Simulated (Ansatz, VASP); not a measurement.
## One calculation of Cs4Br, two programs

```
Cs Br
1.0
     7.55815    0.00000    0.00000
     0.00000    7.55815    0.00000
     0.00000    0.00000    7.55815
Cs Br
4 1
Direct
  0.50000 0.00000 0.00000
  0.00000 0.50000 0.00000
  0.00000 0.00000 0.50000
  0.50000 0.50000 0.50000
  0.00000 0.00000 0.00000
```

Alike in both runs: functional PBE; k mesh 6 × 6 × 6; occupations gaussian, width 0.1 eV; no spin polarisation.

Ansatz relaxed the structure, and its values are those at the end. VASP's run is a single point on that final structure, the one shown.

|  | VASP | Ansatz |
| --- | --- | --- |
| version | VASP 6.6.1 | Ansatz 0.2.0 |
| potentials or method | VASP PAW PBE potentials, release 64 (Cs_sv, Br) | scalar-relativistic, plane waves, PAW |
| plane-wave cutoff (eV) | 520 | 420 |
| valence electrons in the cell | 43 | 43 |

```csv
,VASP,Ansatz,Ansatz less VASP
gap on the k mesh at the Fermi level (eV),none,none,-
pressure (GPa),0.0,0.0,0.00
```

A gap of «none» marks a metal or a gap that the smearing closes.

Caveats: an odd number of electrons without spin polarisation forces a metal; a magnetic or distorted state may lie lower. Spin-orbit coupling is left out, which matters for the levels of Cs.
